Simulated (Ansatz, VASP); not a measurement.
# H7C24Br in two plane-wave programs

Wanted: the spread between two codes on one cell, functional and k mesh. The cell is taken from a series of runs on this material, whose earlier steps may have relaxed, scaled, displaced or heated it; both programs get it as it stands.

Main program and level: Ansatz 0.2.0; plane waves, with VASP 6.6.1 beside it; single point at PBE.

### 1. Starting point

The cell holds 32 atoms: 1 Br, 7 H and 24 C. Cell: a = 5.044 Å, b = 5.044 Å, c = 21.654 Å, α = 90.0°, β = 90.0°, γ = 60.0°. It derives from C. As first built, before any earlier steps moved the atoms (in the runner's words): kind terminated face; group Br; share_of_top_atoms 0.25; rest H; oxygen_in_back_bonds 0; lower_face H. Vacuum lies along c.

Coordinates:

```xyz
32
Lattice="5.0445 0.0000 0.0000 2.5222 4.3687 0.0000 0.0000 0.0000 21.6537" Properties=species:S:1:pos:R:3
Br    0.0000    0.0000   14.7875
H     2.5222    0.0002   13.8252
H     1.2613    2.1842   13.8252
H     3.7832    2.1842   13.8252
H     0.0000    0.0000    7.0000
H     2.5222    0.0000    7.0000
H     1.2611    2.1843    7.0000
H     3.7834    2.1843    7.0000
C     0.0000    0.0000   12.7198
C     2.5222    0.0024   12.7256
C     1.2632    2.1831   12.7256
C     3.7813    2.1831   12.7256
C     5.0445    1.4588   12.2478
C     2.5222    1.4562   12.2305
C     6.3034    3.6393   12.2478
C     3.7856    3.6393   12.2478
C     5.0445    1.4508   10.6852
C     2.5222    1.4562   10.6836
C     6.3104    3.6433   10.6852
C     3.7786    3.6433   10.6852
C     1.2612    0.7282   10.1695
C     3.7833    0.7282   10.1695
C     2.5222    2.9123   10.1695
C     5.0445    2.9124   10.1785
C     1.2611    0.7281    8.6249
C     3.7834    0.7281    8.6249
C     2.5222    2.9124    8.6249
C     5.0445    2.9124    8.6249
C     0.0000    0.0000    8.1100
C     2.5222    0.0000    8.1100
C     1.2611    2.1843    8.1100
C     3.7834    2.1843    8.1100
```

### 2. Ansatz: single point, PBE

Ansatz runs on its default PAW (the set named soft_2) files.

A single point gives forces, pressure and levels at one fixed geometry, so differences don't come from the geometry; what else differs is listed under the comparison.

input.yaml

```yaml
crystal:
  lattice:
    - [5.044499777, 0.0, 0.0]
    - [2.5222498885, 4.3686649563, 0.0]
    - [0.0, 0.0, 21.6536689229]
  atoms:
    - { symbol: Br_h, position: [0.0, 0.0, 0.6829074713] }
    - { symbol: H, position: [0.4999771069, 4.57861e-05, 0.6384711238] }
    - { symbol: H, position: [4.57861e-05, 0.4999771069, 0.6384711238] }
    - { symbol: H, position: [0.4999771069, 0.4999771069, 0.6384711238] }
    - { symbol: C_h, position: [0.0, 0.0, 0.587420946] }
    - { symbol: C, position: [0.4997213241, 0.0005573517, 0.5876893803] }
    - { symbol: C, position: [0.0005573517, 0.4997213241, 0.5876893803] }
    - { symbol: C_h, position: [0.4997213241, 0.4997213241, 0.5876893803] }
    - { symbol: C_h, position: [0.8330360637, 0.3339278726, 0.5656204229] }
    - { symbol: C, position: [0.3333333333, 0.3333333333, 0.5648229862] }
    - { symbol: C, position: [0.8330360637, 0.8330360637, 0.5656204229] }
    - { symbol: C, position: [0.3339278726, 0.8330360637, 0.5656204229] }
    - { symbol: C, position: [0.8339583423, 0.3320833154, 0.4934608219] }
    - { symbol: C, position: [0.3333333333, 0.3333333333, 0.4933859572] }
    - { symbol: C, position: [0.8339583423, 0.8339583423, 0.4934608219] }
    - { symbol: C, position: [0.3320833154, 0.8339583423, 0.4934608219] }
    - { symbol: C_h, position: [0.1666808632, 0.1666808632, 0.469644477] }
    - { symbol: C, position: [0.6666382737, 0.1666808632, 0.469644477] }
    - { symbol: C, position: [0.1666808632, 0.6666382737, 0.469644477] }
    - { symbol: C, position: [0.6666666667, 0.6666666667, 0.4700570297] }
    - { symbol: C, position: [0.1666666667, 0.1666666667, 0.398309041] }
    - { symbol: C, position: [0.6666666667, 0.1666666667, 0.398309041] }
    - { symbol: C, position: [0.1666666667, 0.6666666667, 0.398309041] }
    - { symbol: C, position: [0.6666666667, 0.6666666667, 0.398309041] }
    - { symbol: C, position: [0.0, 0.0, 0.374532373] }
    - { symbol: C, position: [0.5, 0.0, 0.374532373] }
    - { symbol: C, position: [0.0, 0.5, 0.374532373] }
    - { symbol: C, position: [0.5, 0.5, 0.374532373] }
    - { symbol: H, position: [0.0, 0.0, 0.323270852] }
    - { symbol: H, position: [0.5, 0.0, 0.323270852] }
    - { symbol: H, position: [0.0, 0.5, 0.323270852] }
    - { symbol: H, position: [0.5, 0.5, 0.323270852] }
kpoints:
  mp_grid: { grid: [6, 6, 1] }
scf:
  occupations: { method: fermi_dirac, width: 0.02 }
  n_extra_bands: 23
hamiltonian:
  xc: pbe
  pseudopotentials: { kind: paw }
output:
  forces: true
  write_potential: true
  volumetric_format: []
  core_levels:
    shells: { Br_h: "3d", C_h: "1s" }
    counted_from: conduction_bottom
    add_spin: false
efield:
  axis: 3
  dipole_correction: true
```

Run with:

```console
$ ansatz run input.yaml --threads 4 --pin off --max-ram 11264MiB --backend cpu --events-out ev --progress --plain --runs-dir out
```

Numbers of over 12 decimals in the logs are rounded to 6 here.

The log of the run:

```text
scf.n_extra_bands = 23 over 55 filled bands (N_el = 110.0): the run solves 78 bands
Engine: ansatz 0.2.0, aarch64-unknown-linux-gnu
Pseudopotentials: kind: paw
Pseudopotential: Br, paw, valence charge 7, recommended cutoff 420 eV (normal), Br.paw.azcp
Pseudopotential: H, paw, valence charge 1, recommended cutoff 420 eV (normal), H.paw.azcp
Pseudopotential: C, paw, valence charge 4, recommended cutoff 420 eV (normal), C.paw.azcp
Functional definition: PBE
  parameter kappa = 0.804
  parameter beta = 0.066725
  exchange = pbe_x(kappa = kappa, mu = beta*pi^2/3)
  correlation = pbe_c(beta = beta)
Crystal: 32 atoms, lattice volume = 477.198 Å³
Basis set: ecut = 420 eV, 9403 PW (Γ), exchange–correlation on 72×72×300 points (8 copies of the dense FFT grid, shifted against one another)
Bands: 78, of which v1, the nominal top of the filled ones, is band 55 counted from 1 (54 counted from 0)
Symmetry: 1 space group operations
Space group: P1 (ITA 1), of the structure as read, at distance tolerance 7.8e-5 Å
k-points: 20 of 36 (time reversal used)
Non-local potential: Br, projectors of the file, l = 0: 2, l = 1: 2, l = 2: 2
Non-local potential: H, projectors of the file, l = 0: 2, l = 1: 1
Non-local potential: C, projectors of the file, l = 0: 2, l = 1: 2, l = 2: 1
PAW form: soft (Blöchl's): semilocal exchange-correlation on the pseudo side does not see the compensation charge
PAW one-centre angular grid: Br, 110 points (default); XC on 64 Gauss nodes
PAW one-centre angular grid: H, 110 points (default); XC on 64 Gauss nodes
PAW one-centre angular grid: C, 110 points (default); XC on 64 Gauss nodes
Initial density: superposition of atomic densities (neutral atoms: chi_scale 0, normalization atom), corrected by the library's trained network
Initial wavefunctions: pseudopotential atomic-orbital guess
Functional: x = pbe(κ = 0.804, μ = 0.219515), c = pbe(β = 0.066725)
SCF iter   1: F=—  HF=-8915.817999 eV  |F-HF|=—  |Δ(HF+E_count)|=         —  Δρ=3.09e-3  dr2=1.64e-1  ethr=1.77e-3  p=-0.034 e·Å  D=-1.30e-2 V/Å  ΔV_dip=0.28 eV  dr2_dipole=7.73e-2  V_vac-E_F(+/−)=3.62/3.35 eV  ⟨swp⟩=15.7  Hψ=12712  notcnv=0  defer=167
efield: sawtooth ramp at fractional position 0.9531 (placed from the atoms, in the widest stretch of the axis that holds none; the zero of the levels goes with the place), width 0.1000; the density the first Hamiltonian is built on has a dipole p = -0.034 e·Å; the dipole correction subtracts the counter field D = -1.30e-2 V/Å, which shifts the + side's vacuum level by +0.28 eV against the − side's; the planar-averaged density in the ramp window peaks in size at 1.3e-4 e/Å³
preconditioner: auto → Resta (q_TF=auto, 2.136 Å⁻¹)  ε∞=2.4  [insulator: Δε(μ)=2.692 eV  Ē_g=15.027 eV  σ=0.020 eV  W_gap=1.00  n_scr=80 (ndim 8)  ℏωp=17.8 eV  f_vac=0.548  D(μ)=0.00/eV (n_scr^D=0)  ε∞_Penn≈2.4  vacuum switching on, ρ_ref=1.6e-2 e/Å³]
SCF iter   2: F=—  HF=-8915.784041 eV  |F-HF|=—  |Δ(HF+E_count)|=   3.40e-2  Δρ=2.25e-3  dr2=2.61e-2  ethr=1.49e-4  p=-0.188 e·Å  D=-7.13e-2 V/Å  ΔV_dip=1.54 eV  dr2_dipole=2.51e-3  V_vac-E_F(+/−)=4.05/2.51 eV  ⟨swp⟩=4.5  Hψ=3395  notcnv=0  defer=338
SCF iter   3: F=—  HF=-8915.782743 eV  |F-HF|=—  |Δ(HF+E_count)|=   1.30e-3  Δρ=1.21e-3  dr2=4.81e-3  ethr=2.37e-5  p=-0.172 e·Å  D=-6.52e-2 V/Å  ΔV_dip=1.41 eV  dr2_dipole=5.43e-4  V_vac-E_F(+/−)=3.90/2.50 eV  ⟨swp⟩=3.2  Hψ=2013  notcnv=0  defer=338
SCF iter   4: F=—  HF=-8915.784106 eV  |F-HF|=—  |Δ(HF+E_count)|=   1.36e-3  Δρ=3.40e-4  dr2=2.32e-3  ethr=4.37e-6  p=-0.196 e·Å  D=-7.43e-2 V/Å  ΔV_dip=1.61 eV  dr2_dipole=2.51e-5  V_vac-E_F(+/−)=3.98/2.37 eV  ⟨swp⟩=4.2  Hψ=2806  notcnv=0  defer=341
SCF iter   5: F=—  HF=-8915.783910 eV  |F-HF|=—  |Δ(HF+E_count)|=   1.96e-4  Δρ=9.51e-5  dr2=4.33e-5  ethr=2.11e-6  p=-0.199 e·Å  D=-7.54e-2 V/Å  ΔV_dip=1.63 eV  dr2_dipole=6.94e-7  V_vac-E_F(+/−)=3.95/2.32 eV  ⟨swp⟩=3.9  Hψ=2094  notcnv=0  defer=341
SCF iter   6: F=—  HF=-8915.783829 eV  |F-HF|=—  |Δ(HF+E_count)|=   8.13e-5  Δρ=3.25e-5  dr2=6.17e-6  ethr=3.94e-8  p=-0.200 e·Å  D=-7.59e-2 V/Å  ΔV_dip=1.64 eV  dr2_dipole=7.00e-8  V_vac-E_F(+/−)=3.95/2.31 eV  ⟨swp⟩=3.0  Hψ=3247  notcnv=0  defer=341
SCF iter   7: F=—  HF=-8915.783831 eV  |F-HF|=—  |Δ(HF+E_count)|=   2.16e-6  Δρ=9.77e-6  dr2=3.68e-7  ethr=5.61e-9  p=-0.200 e·Å  D=-7.59e-2 V/Å  ΔV_dip=1.64 eV  dr2_dipole=1.20e-8  V_vac-E_F(+/−)=3.95/2.31 eV  ⟨swp⟩=2.3  Hψ=2121  notcnv=0  defer=341
SCF iter   8: F=-8915.783832 eV  HF=-8915.783832 eV  |F-HF|=3.50e-9  |Δ(HF+E_count)|=   1.81e-7  Δρ=3.18e-6  dr2=4.18e-8  ethr=9.09e-11  p=-0.200 e·Å  D=-7.59e-2 V/Å  ΔV_dip=1.64 eV  dr2_dipole=1.25e-9  V_vac-E_F(+/−)=3.95/2.31 eV  ⟨swp⟩=33.8  Hψ=19921  notcnv=0
SCF 1 converged in 8 iterations: F = -8915.783832 eV  dr2 = 4.18e-8
  greatest PAW one-centre occupation: 0.918 electrons in one spin orbital (limit 2), on the Br atom at site 0 (counted from 0), in its partial waves of l = 0
[...]
── core hole 1/5: 3d of Br_h 0 ──
── 3d of Br_h 0: 69.871 eV over the cell without the hole, in 22 iterations ──
── core hole 2/5: 1s of C_h 4 ──
── 1s of C_h 4: 285.354 eV over the cell without the hole, in 23 iterations ──
── core hole 3/5: 1s of C_h 7 ──
── 1s of C_h 7: 286.165 eV over the cell without the hole, in 20 iterations ──
── core hole 4/5: 1s of C_h 8 ──
── 1s of C_h 8: 286.542 eV over the cell without the hole, in 26 iterations ──
── core hole 5/5: 1s of C_h 16 ──
── 1s of C_h 16: 286.879 eV over the cell without the hole, in 18 iterations ──
SCF converged after 8 iterations
Free energy (F): -8915.783832 eV
Harris-Foulkes:  -8915.783832 eV  (|F-HF|=3.50e-9)
Internal energy: -8915.783832 eV  (E = F + TS)
E sigma→0 (E₀):  -8915.783832 eV
Fermi energy:    2.580353 eV
Dipole field:    D = -0.075951 V/Å  (p = -0.200295 e·Å, saw-weighted, corrected)
Work function:   Φ+ = 3.9534 eV   Φ− = 2.3086 eV
Levels:          The Fermi level and band energies are counted from a zero that moves with the ramp; work functions are not
--- Per-component energies (eV) ---
  E_band       = -761.984749
  E_kinetic    = 2437.966221
  E_local      = -80346.316095  (includes V_loc(G=0)·N_el)
  E_nonlocal   = 723.029687
  E_hartree    = 39117.243656
  E_xc         = -1494.370600
  E_vxc        = -1632.896355  (∫ρ·V_xc dr)
  E_paw        = -4631.970176  (= ΣΔE_a)
  E_vpaw       = -176.402739  (= ΣTr[D̂ρ^β])
  E_aug_tail   = -0.009326  (compensation charges beyond the density's cutoff)
  E_efield     = 0.007606  (sawtooth field / dipole correction)
  E_vefield    = -1.836244  (∫n·V_field dr)
  E_ewald      = 35278.635194
  E_smearing   = -0.000000  (= −TS)
  E_closure    = -0.000000  (closes the sum)
  Σ components = -8915.783832   (vs F -8915.783832, Δ=0.00e0)
--- Forces (eV/Å), atoms counted from 1 ---
  atom   1  Br_h    -0.00000005    -0.00000013     0.00217555
  atom   2  H        0.00000006     0.00118308     0.00441641
  atom   3  H        0.00102452    -0.00059155     0.00441576
  atom   4  H       -0.00102451    -0.00059154     0.00441633
  atom   5  C_h      0.00000007     0.00000014    -0.00276871
  atom   6  C       -0.00000007     0.00517423    -0.00042643
  atom   7  C        0.00448093    -0.00258661    -0.00042623
  atom   8  C_h     -0.00448087    -0.00258657    -0.00042625
  atom   9  C_h      0.00000019     0.00428743    -0.00627881
  atom  10  C       -0.00000019    -0.00000006    -0.00308196
  atom  11  C       -0.00371303    -0.00214416    -0.00627924
  atom  12  C        0.00371305    -0.00214390    -0.00627907
  atom  13  C        0.00000010     0.00006299     0.00382577
  atom  14  C       -0.00000024     0.00000055     0.00121407
  atom  15  C       -0.00005397    -0.00003153     0.00382595
  atom  16  C        0.00005394    -0.00003132     0.00382587
  atom  17  C_h     -0.00038631    -0.00022286     0.00313002
  atom  18  C        0.00038622    -0.00022293     0.00313016
  atom  19  C       -0.00000020     0.00044562     0.00313022
  atom  20  C       -0.00000005    -0.00000049    -0.01003193
  atom  21  C       -0.01641623    -0.00947778    -0.92817608
  atom  22  C        0.01641601    -0.00947734    -0.92817640
  atom  23  C        0.00000018     0.01895577    -0.92817576
  atom  24  C       -0.00000040     0.00000011    -0.80009557
  atom  25  C        0.00000009    -0.00000008     0.75445698
  atom  26  C       -0.00000008     0.00579580     0.79105913
  atom  27  C        0.00501941    -0.00289836     0.79105895
  atom  28  C       -0.00501939    -0.00289838     0.79105920
  atom  29  H       -0.00000001     0.00000000     0.11205224
  atom  30  H       -0.00000001    -0.00442162     0.11452456
  atom  31  H       -0.00382920     0.00221080     0.11452449
  atom  32  H        0.00382923     0.00221078     0.11452516
  max |Σ_I F_I| component: 1.44e-4 eV/Å
--- Band table (eV; the first three rows and the last of 20) ---
  k-point 0: bands = [... 51 lower, 0.1640, 0.1640, 1.2009, 1.2009, 3.9460, 4.3127, 5.6207, 6.0940, ... 19 higher]
  k-point 1: bands = [... 51 lower, -0.1750, -0.1421, 0.4892, 0.9419, 4.0873, 4.3976, 5.8347, 6.2053, ... 19 higher]
  k-point 2: bands = [... 51 lower, -0.7088, -0.6061, -0.0680, 0.2896, 4.2676, 4.7540, 6.3022, 6.4519, ... 19 higher]
  k-point 19: bands = [... 51 lower, -0.6914, -0.4603, -0.4359, -0.1021, 4.2792, 5.5005, 5.5095, 6.8500, ... 19 higher]
--- Core levels from the conduction bottom, as differences alone (as output.core_levels.counted_from types it; a hole's nearest image at 5.0 Å) ---
  the holes have no spin, as output.core_levels.add_spin types it
  atom         alike  shell      binding/eV   shift/eV difference/eV images/eV   SCF
  Br_h 0           1     3d               –     +0.000        69.871         –    22
  C_h 4            1     1s               –     +0.000       285.354         –    23
  C_h 7            1     1s               –     +0.811       286.165         –    20
  C_h 8            1     1s               –     +1.187       286.542         –    26
  C_h 16           1     1s               –     +1.525       286.879         –    18
  the dataset of Br_h with a 3d hole: scattering error 0.012 eV (0.002 eV in the local channel); free atom: scalar-relativistic, large and small components
  the two lines of Br_h's 3d: 3d3/2 +0.616 eV and 3d5/2 -0.411 eV off its levels, 2 : 3 in strength
  the dataset of C_h with a 1s hole: scattering error 0.003 eV (0.001 eV in the local channel); free atom: scalar-relativistic, large and small components
```

The column dr2 measures how far the density is from self-consistency, as an energy; F and HF (Harris–Foulkes) agree once it is small.

(Continued in part 2 of 2.)

[Lines on the potential files, build, host, timing and source positions are cut from VASP's logs without a mark.]

[Logs are printed without paths, hosts, clocks, repeated set-up lines and the standing remarks that a program may print on its own settings, such as how far it seeks lower states.]

[Hosts, paths, dates, database ids (printed as entryN), source tags and the programs' standing remarks are cut or masked in the printed files.]
